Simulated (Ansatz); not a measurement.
**simple cubic against fcc along group 4**

The calculation used Ansatz, DFT, PBE, plane waves (420 eV) with PAW, scalar-relativistic.

Each structure is relaxed within its symmetry, in the lowest magnetic state of the tried starts. Differences under about 8 meV lie within the error of the k-point mesh.

| element | E(simple cubic) − E(fcc) (meV/atom) | V(simple cubic) (Å³/atom) | V(fcc) (Å³/atom) | state of simple cubic | state of fcc |
| --- | --- | --- | --- | --- | --- |
| Ti | 781 | 18.50 | 17.42 | spin not included | spin not included |
| Zr | 840 | 24.73 | 23.21 | spin not included | spin not included |
| Hf | 1011 | 24.83 | 22.58 | spin not included | spin not included |
